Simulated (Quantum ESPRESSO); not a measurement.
A calculation with Quantum ESPRESSO 7.5 of FeO2 (ASE script, structure typed inline):

run.py

```python
import numpy as np
from ase.calculators.espresso import Espresso, EspressoProfile
from ase import Atoms

atoms = Atoms(['Fe', 'O', 'O'],
              cell=[[1.4958539147, 0.8636316603, 4.9211385085], [-1.4958539147, 0.8636316603, 4.9211385085], [0.0, -1.7272633207, 4.9211385085]],
              scaled_positions=[[0.5, 0.5, 0.5], [0.232084, 0.232084, 0.232084], [0.767916, 0.767916, 0.767916]],
              pbc=True)
atoms.set_initial_magnetic_moments([3.0, 0.0, 0.0])

input_data = {
    'control': {'calculation': 'scf', 'prefix': 'pwscf', 'outdir': './tmp', 'tprnfor': True, 'tstress': True, 'disk_io': 'nowf'},
    'system': {'ecutwfc': 56.0, 'ecutrho': 448.0, 'nbnd': 24, 'occupations': 'smearing', 'smearing': 'fd', 'degauss': 0.00367493, 'nspin': 2},
    'electrons': {'conv_thr': 6e-10, 'electron_maxstep': 120, 'mixing_beta': 0.3},
}
pseudopotentials = {'O': 'o_pbesol_v1.2.uspp.F.UPF', 'Fe': 'fe_pbesol_v1.5.uspp.F.UPF'}
profile = EspressoProfile(command='mpirun -n 2 pw.x -nk 2', pseudo_dir='pseudo')
dft = Espresso(profile=profile, input_data=input_data, pseudopotentials=pseudopotentials, kpts=(10, 10, 10), koffset=(0, 0, 0))
atoms.calc = dft

print(f'energy {atoms.get_potential_energy():.8f} eV')
print('forces (eV/A)')
print(np.round(atoms.get_forces(), 6))
print('stress (eV/A^3, Voigt)')
print(np.round(atoms.get_stress(), 8))
print(f'Fermi level {dft.get_fermi_level():.4f} eV')
```

Potentials or basis: GBRV 1.5 PBEsol.

Command:

```console
$ OMP_NUM_THREADS=1 python run.py
```

The cell comes from a database or a generator and needn't be the stable form of this composition.

**Question.** Write the same calculation in another form: native input, structure typed inline.

**Answer.** As run:

pw.in

```
&CONTROL
  calculation = 'scf'
  prefix = 'pwscf'
  outdir = './tmp'
  pseudo_dir = './pseudo'
  tprnfor = .true.
  tstress = .true.
  disk_io = 'low'
/
&SYSTEM
  ibrav = 0
  celldm(1) = 8
  nat = 3
  ntyp = 2
  ecutwfc = 56
  ecutrho = 448
  nbnd = 24
  occupations = 'smearing'
  smearing = 'fd'
  degauss = 0.00367493
  nspin = 2
  starting_magnetization(1) = 0.1875
  starting_magnetization(2) = 0
/
&ELECTRONS
  conv_thr = 6d-10
  electron_maxstep = 120
  mixing_beta = 0.3
/
ATOMIC_SPECIES
Fe    55.8450 fe_pbesol_v1.5.uspp.F.UPF
O     15.9990 o_pbesol_v1.2.uspp.F.UPF
CELL_PARAMETERS alat
  0.3533442776540   0.2040034138154   1.1624505003018
 -0.3533442776540   0.2040034138154   1.1624505003018
  0.0000000000000  -0.4080068276543   1.1624505003018
ATOMIC_POSITIONS crystal
Fe     0.5000000000    0.5000000000    0.5000000000
O      0.2320840000    0.2320840000    0.2320840000
O      0.7679160000    0.7679160000    0.7679160000
K_POINTS automatic
10 10 10 0 0 0
```

Contents of pp_density.in:

```
&INPUTPP
  prefix = 'pwscf'
  outdir = './tmp'
  filplot = 'density.dat'
  plot_num = 0
/
&PLOT
  nfile = 1
  filepp(1) = 'density.dat'
  iflag = 3
  output_format = 6
  fileout = 'density.cube'
/
```

pp_potential.in

```
&INPUTPP
  prefix = 'pwscf'
  outdir = './tmp'
  filplot = 'potential.dat'
  plot_num = 11
/
&PLOT
  nfile = 1
  filepp(1) = 'potential.dat'
  iflag = 3
  output_format = 6
  fileout = 'potential.cube'
/
```

The input pp_spin.in:

```
&INPUTPP
  prefix = 'pwscf'
  outdir = './tmp'
  filplot = 'spin.dat'
  plot_num = 6
/
&PLOT
  nfile = 1
  filepp(1) = 'spin.dat'
  iflag = 3
  output_format = 6
  fileout = 'spin.cube'
/
```

Potentials or basis: GBRV 1.5 PBEsol.

Run with:

```console
$ OMP_NUM_THREADS=1 mpirun -n 2 pw.x -nk 2 -in pw.in > pw.out
$ OMP_NUM_THREADS=1 mpirun -n 1 pp.x -in pp_density.in > pp_density.out
$ OMP_NUM_THREADS=1 mpirun -n 1 pp.x -in pp_potential.in > pp_potential.out
$ OMP_NUM_THREADS=1 mpirun -n 1 pp.x -in pp_spin.in > pp_spin.out
```

Both were run:

|  | ASE script, structure typed inline | native input, structure typed inline |
| --- | --- | --- |
| Pressure | -24.2 GPa | -24.2 GPa |
| Largest force | 1.624 eV/Å | 1.624 eV/Å |
| Band gap on the k mesh | none (metal or under the smearing width) | none (metal or under the smearing width) |
| Net moment | 2.00 μB per cell | 2.00 μB per cell |
| Absolute moment | 2.11 μB per cell | 2.11 μB per cell |
| Site moments | Fe +1.81; O +0.01 μB | Fe +1.81; O +0.01 μB |
| Valence electrons inside the program's atomic spheres | Fe 13.04; O 5.28 | Fe 13.04; O 5.28 |

Keys that steer only the numerical path or the files written may differ.

Caveat: so large a pressure means that the cell lies far from this level's equilibrium, or that cutoff or potentials fall short; a cell with one magnetic atom can't hold antiferromagnetic order, which such compounds often take; semilocal functionals often make such compounds metallic where correlation or magnetic order opens a gap, which also shifts bond lengths; forces of over 1 eV/Å show positions far from the minimum, so gaps and moduli don't describe the material at rest.
